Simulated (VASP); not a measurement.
Si: relaxation of cell and atoms with PBEsol

Si:

```
CELL_PARAMETERS angstrom
0.00000 2.71784 2.71784
2.71784 0.00000 2.71784
2.71784 2.71784 0.00000
ATOMIC_POSITIONS crystal
Si 0.75000 0.75000 0.75000
Si 0.50000 0.50000 0.50000
```

```json
{"Program": "VASP 6.6.1", "Task": "relaxation of cell and atoms", "Functional": "PBEsol", "Potentials or basis": "VASP PAW PBE potentials, release 64 (Si)", "Cutoff": "600 eV", "k mesh": "12 × 12 × 12", "Occupations": "gaussian, width 0.03 eV", "Spin": "no spin polarisation", "Further INCAR settings": "ALGO = Normal; EDIFF = 1e-07; IBRION = 2; EDIFFG = -0.005; NSW = 90; ISIF = 3"}
```

```json
{
 "Pressure after relaxing": "0.0 GPa",
 "Band gap on the k mesh": "0.46 eV, indirect (least direct gap 2.52 eV)"
}
```

Final structure:
```
Si
1.0
     0.00000    2.71784    2.71784
     2.71784    0.00000    2.71784
     2.71784    2.71784    0.00000
Si
2
Direct
  0.75000 0.75000 0.75000
  0.50000 0.50000 0.50000
```

Levels at points of the mesh, in eV from the valence-band top:
```csv
k point,band 2,band 3,band 4,band 5,band 6,band 7
"(0.00, 0.00, 0.00)",0.00,0.00,0.00,2.52,2.52,2.52
"(0.50, 0.00, 0.00)",-7.00,-1.20,-1.20,1.46,3.27,3.27
"(0.50, 0.50, 0.00)",-7.82,-2.87,-2.87,0.59,0.59,10.04
```

Wall time 21 s on 1 thread of Intel(R) Xeon(R) Platinum 8488C (Sapphire Rapids), on a shared host, peak memory 0.17 GiB.

Caveat: the relaxation stopped at its first step, so nothing moved; the PAW data sets were made with another functional, which shifts forces and pressure a little. A k mesh can miss the band edges.
